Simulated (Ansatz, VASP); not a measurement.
Zr: VASP beside Ansatz

Contents of INCAR:

```
  PREC = Accurate
  ENCUT = 520
  EDIFF = 1E-7
  ISMEAR = -1
  SIGMA = 0.1
  LREAL = F
  LASPH = T
  NELM = 80
  ALGO = Normal
  ISIF = 2
  LWAVE = F
  LCHARG = T
  GGA = PE
  LELF = T
  LVHAR = T
  NBANDS = 12
```

Contents of KPOINTS:

```
Automatic mesh
0
Gamma
  14 14 14
```

POSCAR

```
Zr
1.0
   -1.7895377336      1.7895377336      1.7895377336
    1.7895377336     -1.7895377336      1.7895377336
    1.7895377336      1.7895377336     -1.7895377336
Zr
1
Direct
    0.0000000000      0.0000000000      0.0000000000
```

Input for Ansatz:

```yaml
crystal:
  lattice:
    - [-1.7895377336, 1.7895377336, 1.7895377336]
    - [1.7895377336, -1.7895377336, 1.7895377336]
    - [1.7895377336, 1.7895377336, -1.7895377336]
  atoms:
    - { symbol: Zr, position: [0.0, 0.0, 0.0] }
hamiltonian:
  xc: pbe
  pseudopotentials:
    kind: paw
    azcp:
      Zr: "pseudopotentials/Zr.paw.azcp"
basis:
  ecutwfc: 420
  fft_grid_basis: typed
kpoints:
  mp_grid: { grid: [14, 14, 14], shift: [0, 0, 0] }
magnetization:
  spin_polarized: false
scf:
  occupations: { method: fermi_dirac, width: 0.1 }
  lower_state_search: "off"
output:
  stress: true
```

Alike in both runs: task single point; functional PBE; k mesh 14 × 14 × 14; occupations fermi-dirac, width 0.1 eV; no spin polarisation.

```csv
,VASP,Ansatz
version,VASP 6.6.1,Ansatz 0.2.0
potentials or method,"VASP PAW PBE potentials, release 64 (Zr_sv)","plane waves (420 eV) with PAW, scalar-relativistic"
plane-wave cutoff (eV),520,420
valence electrons in the cell,12,12
```

|  | VASP | Ansatz | Ansatz less VASP |
| --- | --- | --- | --- |
| pressure (GPa) | -0.1 | -0.1 | -0.03 |

The functional is the same, so the differences come from potentials, cutoffs and numerics.
